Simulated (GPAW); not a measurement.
A run of GPAW 26.7.0:

The input run.py:

```python
import numpy as np
from ase import Atoms
from ase.dft.bandgap import bandgap
from ase.io import write
from gpaw import GPAW, PW
from gpaw.response.df import DielectricFunction

atoms = Atoms(['Sn', 'Sn', 'Sn', 'Sn', 'Se', 'Se', 'Se', 'Se'],
              cell=[[11.42, 0.0, 0.0],
                    [0.0, 4.19, 0.0],
                    [0.0, 0.0, 4.46]],
              scaled_positions=[[0.875319, 0.750136, 0.909917],
                                [0.625573, 0.245577, 0.411067],
                                [0.372862, 0.74919, 0.594626],
                                [0.126562, 0.262525, 0.085466],
                                [0.644788, 0.763149, 0.988797],
                                [0.855879, 0.259538, 0.484441],
                                [0.142949, 0.754527, 0.509093],
                                [0.360492, 0.231356, 0.011672]],
              pbc=True)

calc = GPAW(mode=PW(400),
            xc='GLLBSC',
            kpts={'size': (2, 3, 3), 'gamma': True},
            occupations={'name': 'fermi-dirac', 'width': 0.001},
            nbands=62,
            convergence={'density': 1e-06},
            maxiter=150,
            txt='gpaw.txt')
atoms.calc = calc
energy = atoms.get_potential_energy()
calc.write('gs.gpw')
write('result.traj', atoms)
print('Fermi level:', round(calc.get_fermi_level(), 4), 'eV')
print(f'Gap: {bandgap(calc)[0]:.4f} eV, direct: {bandgap(calc, direct=True)[0]:.4f} eV')

dense = calc.fixed_density(kpts={'size': (4, 4, 4), 'gamma': True},
                           nbands=126, convergence={'bands': 120},
                           update_fermi_level=True, txt='dense.txt')
dense.write('dense.gpw', mode='all')

df = DielectricFunction('dense.gpw', frequencies=np.array([0.0]), hilbert=False, eta=0.001,
                        ecut=80, nbands=120, txt='df.txt')
for q_c in [[0.0, 0.0, 0.25], [0.0, 0.0, 0.5], [0.0, 0.0, 0.75], [0.25, 0.25, 0.25], [0.5, 0.5, 0.5], [0.75, 0.75, 0.75]]:
    e0, e = df.get_dielectric_function(xc='RPA', q_c=q_c, filename=None)
    q = np.linalg.norm(2 * np.pi * np.array(q_c) @ atoms.cell.reciprocal())
    print(q_c, f'|q| = {q:.4f} 1/A: eps {e0[0].real:.4f} without, {e[0].real:.4f} with local fields')
```

Potentials or basis: the program's PAW data sets (release 1.2.1) made for this functional, pw.

Command:

```bash
$ OMP_NUM_THREADS=1 python run.py
```

Hardware: 1 thread of Arm Neoverse V2, on a shared host.

**Question.** Estimate the wall time of this run.

**Answer.** It took 18 min on 1 thread of Arm Neoverse V2, with other jobs on the host, peak memory 0.81 GiB. Counts: scf iterations 49.
